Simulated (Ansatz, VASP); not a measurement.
## Two plane-wave programs on Hf

```
CELL_PARAMETERS angstrom
-1.67528 1.67528 1.67528
1.67528 -1.67528 1.67528
1.67528 1.67528 -1.67528
ATOMIC_POSITIONS crystal
Hf 0.00000 0.00000 0.00000
```

Alike in both runs: task single point; functional LDA; k mesh 14 × 14 × 14; occupations fermi-dirac, width 0.1 eV; no spin polarisation.

```csv
,VASP,Ansatz
version,VASP 6.6.1,Ansatz 0.2.0
potentials or method,"VASP PAW LDA potentials, release 64 (Hf_pv)","plane waves (420 eV) with PAW, scalar-relativistic"
plane-wave cutoff (eV),520,420
valence electrons in the cell,10,26
```

|  | VASP | Ansatz | Ansatz less VASP |
| --- | --- | --- | --- |
| pressure (GPa) | 11.0 | 10.8 | -0.21 |

The two sets of potentials don't hold the same shells in valence. Ansatz warned: «pseudo_functional_mismatch».

The runs have no spin-orbit coupling, so splittings on Hf are missing.
